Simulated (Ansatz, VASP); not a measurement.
## BaS: VASP beside Ansatz

The input POSCAR:

```
BaS
1.0
    0.0000000000      3.4838597264      3.4838597264
    3.4838597264      0.0000000000      3.4838597264
    3.4838597264      3.4838597264      0.0000000000
Ba S
1 1
Direct
    0.0000000000      0.0000000000      0.0000000000
    0.2500000000      0.2500000000      0.2500000000
```

Contents of INCAR.step1:

```
SYSTEM = BaS
PREC = Accurate
ENCUT = 520
ISMEAR = 0
SIGMA = 0.01
LREAL = .FALSE.
LASPH = .TRUE.
NELM = 60
NBANDS = 15
GGA = PE
ALGO = Normal
EDIFF = 1E-4
LWAVE = .TRUE.
LCHARG = .FALSE.
```

The input INCAR.step2:

```
SYSTEM = BaS
PREC = Accurate
ENCUT = 520
EDIFF = 1E-6
ISMEAR = 0
SIGMA = 0.01
LREAL = .FALSE.
LASPH = .TRUE.
NELM = 60
ALGO = Normal
ISIF = 2
LWAVE = .FALSE.
LCHARG = .TRUE.
METAGGA = R2SCAN
LMIXTAU = .TRUE.
LELF = .TRUE.
LVHAR = .TRUE.
NBANDS = 15
ISTART = 1
```

File KPOINTS:

```
regular mesh
0
G
  6 6 6
  0 0 0
```

Input for Ansatz:

```yaml
crystal:
  lattice:
    - [0.0, 3.4838597264, 3.4838597264]
    - [3.4838597264, 0.0, 3.4838597264]
    - [3.4838597264, 3.4838597264, 0.0]
  atoms:
    - { symbol: Ba, position: [0.0, 0.0, 0.0] }
    - { symbol: S, position: [0.25, 0.25, 0.25] }
kpoints:
  mp_grid: { grid: [6, 6, 6] }
hamiltonian:
  xc: r2scan
scf:
  occupations: { method: fixed }
  n_extra_bands: 4
output:
  forces: true
  stress: true
  eigenvalues: true
```

Alike in both runs: task single point; functional r2SCAN; k mesh 6 × 6 × 6; no spin polarisation.

|  | VASP | Ansatz |
| --- | --- | --- |
| version | VASP 6.6.1 | Ansatz 0.2.0 |
| potentials or method | VASP PAW PBE potentials, release 64 (Ba_sv, S) | plane waves, PAW |
| plane-wave cutoff (eV) | 520 | 500 |
| occupations | gaussian, width 0.01 eV | fixed |
| valence electrons in the cell | 16 | 16 |

```csv
,VASP,Ansatz,Ansatz less VASP
gap on the k mesh at the Fermi level (eV),3.13,3.11,-0.018
pressure (GPa),1.4,0.9,-0.46
```

Caveats: the PAW data sets were made with another functional, which shifts forces and pressure a little (VASP); spin-orbit coupling is left out, which moves the levels of the heavy elements. A k mesh can miss the band edges. r2SCAN opens gaps a little over a GGA but as a rule still falls short of measured ones.
